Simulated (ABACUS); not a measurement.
**Zn: single point with PBE**

Crystal: Zn.

```
Zn
1.0
    -1.56904    1.56904    1.56904
     1.56904   -1.56904    1.56904
     1.56904    1.56904   -1.56904
Zn
1
Direct
  0.00000 0.00000 0.00000
```

This isn't the form of Zn at room conditions, which is hcp.

| Item | Value |
| --- | --- |
| Program | ABACUS 3.10.1 |
| Task | single point |
| Functional | PBE |
| Potentials or basis | SG15 ONCV 1.2 PBE |
| Cutoff | 1143 eV |
| Density cutoff | 4572 eV |
| Basis | plane waves |
| k mesh | 12 × 12 × 12 |
| Occupations | fermi-dirac, width 0.05 eV |
| Spin | no spin polarisation |

| Quantity | Value |
| --- | --- |
| Pressure | -0.4 GPa |
| Band gap on the k mesh | none (metal or under the smearing width) |

Levels at points of the mesh, in eV from the Fermi level:
| k point | band 8 | band 9 | band 10 | band 11 | band 12 | band 13 |
| --- | --- | --- | --- | --- | --- | --- |
| (0.00, 0.00, 0.00) | -7.66 | -7.16 | -7.16 | 18.98 | 18.98 | 18.98 |
| (0.50, 0.50, 0.00) | -7.13 | -6.83 | -2.62 | -0.96 | 11.27 | 12.62 |
| (0.50, 0.50, 0.50) | -6.91 | -6.91 | 4.19 | 4.19 | 4.19 | 7.45 |

It took 8.8 s on 4 MPI ranks on Intel(R) Xeon(R) Platinum 8375C CPU @ 2.90GHz (Ice Lake), with other jobs on the host, peak memory 0.24 GiB a rank.
